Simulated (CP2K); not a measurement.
Zn under changes of volume

One of the cells (15.169 Å³/atom); the others are scaled copies at fixed shape and fractional positions:

```
CELL_PARAMETERS angstrom
2.77861 0.00000 0.00000
1.38931 2.40635 0.00000
1.38931 0.80212 2.26873
ATOMIC_POSITIONS crystal
Zn 0.00000 0.00000 0.00000
```

This isn't the form of Zn at room conditions, which is hcp.

```yaml
Program: CP2K 2026.2
Functional: PBE
Potentials_or_basis: POTENTIAL_UZH Zn GTH-PBE-q12; TZVP-MOLOPT-PBE-GTH basis
Density_cutoff: 6123 eV
k_mesh: 12 × 12 × 12
Occupations: fermi-dirac, width 0.05 eV
Spin: no spin polarisation
```

| volume (Å³/atom) | energy over the lowest point (meV/atom) | pressure (GPa) |
| --- | --- | --- |
| 14.259 | 14.74 | 5.3 |
| 14.563 | 6.56 | 3.4 |
| 14.866 | 1.78 | 1.8 |
| 15.169 | 0.00 | 0.3 |
| 15.473 | ? | ? |
| 15.776 | 4.02 | -2.2 |
| 16.080 | 6.15 | -3.1 |

Question: What does the run at 15.473 Å³/atom give?

Answer: Energy over the lowest point 0.85 meV/atom; pressure -1.0 GPa.

Worked out: A Birch-Murnaghan fit of order 3 (a polynomial in V^(-2/3)) to the other rows has its minimum at 15.18 Å³/atom with B0 = V·E''(V) = 56 GPa (rough, since the energies scatter). It gives 1.35 meV/atom at 15.473 Å³/atom, against the run's 0.85, and -dE/dV = -0.9 GPa, against -1.0.

Energies are extrapolated to zero smearing.

Caveats: the basis of atomic orbitals isn't converged, which shifts pressures, moduli and gaps.
